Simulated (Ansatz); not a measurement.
The system is HfN.

```
Hf N
1.0
     2.82503    0.00000    0.00000
     0.00000    2.82503    0.00000
     0.00000    0.00000    2.82503
Hf N
1 1
Direct
  0.50000 0.50000 0.50000
  0.00000 0.00000 0.00000
```

The cell was built by a generator and needn't be a form met in nature.

Base run:

```yaml
Program: Ansatz 0.2.0
Functional: r2SCAN
Potentials_or_basis: Ansatz PAW
Cutoff: "500 eV (not typed: the program's choice for these potentials)"
k_mesh: 9 × 9 × 9
Occupations: fermi-dirac, width 0.05 eV
Spin: no spin polarisation
Hubbard_terms: Hf d U = 8 eV
```

Its results: band gap on the k mesh none (metal or under the smearing width); pressure 9.5 GPa.

Task: The run is repeated on the same cell with these changes: hubbard terms from Hf d U = 8 eV to Hf d U = 6 eV. What comes out?

Result: Band gap on the k mesh none (metal or under the smearing width); pressure 5.2 GPa.

Caveats: U without spin polarisation on a metal has little footing; the PAW data sets come from PBE, with cores solved anew for the run's functional, which leaves a small shift of forces and pressure; the density of states is complete only up to the lowest level of the last band computed.
